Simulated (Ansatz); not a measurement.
Put BP in I4cm (No. 108): B on 8c; P on 8c. A trial structure of BP was built thus: 4-connected net, two elements alternating.

All numbers below come from DFT PBE, scalar-relativistic, plane waves, PAW in Ansatz 0.2.0. Cutoff 420 eV, Γ-centred mesh, Gaussian smearing, no spin polarisation.

The zero of energy is the elements' standard structures at the same level; no fitted shifts are applied. The references include black phosphorus.

**Question.** Predict the relaxed structure.

**Answer.**

Space group I4cm (No. 108). a = 6.307 Å, b = 6.307 Å, c = 5.324 Å, α = 90.00°, β = 90.00°, γ = 90.00°
```tsv
atom	site	symmetry	x	y	z
B	8c	..m	0.8528	0.3528	0.1861
P	8c	..m	0.1492	0.3508	0.3139
```

Around B lie 4 P at 1.94–1.99 Å; P is surrounded by 4 B at 1.94–1.99 Å. Another local minimum with the same sites may exist.

**Question.** Where does its energy lie, and is it a metal?

**Answer.** The energy over the elements is −0.238 eV/atom. The gap on the 8×8×8 mesh of the 8-atom cell is 1.24 eV. It lies below the elements, which doesn't yet make it stable against other compounds or structures.

The last run used Gaussian smearing of 0.02 eV. Kohn–Sham gaps at this level usually fall short of measured ones. The reference form of P is held partly by dispersion forces, which this level lacks. A structure relaxed within its symmetry needn't be a true minimum.
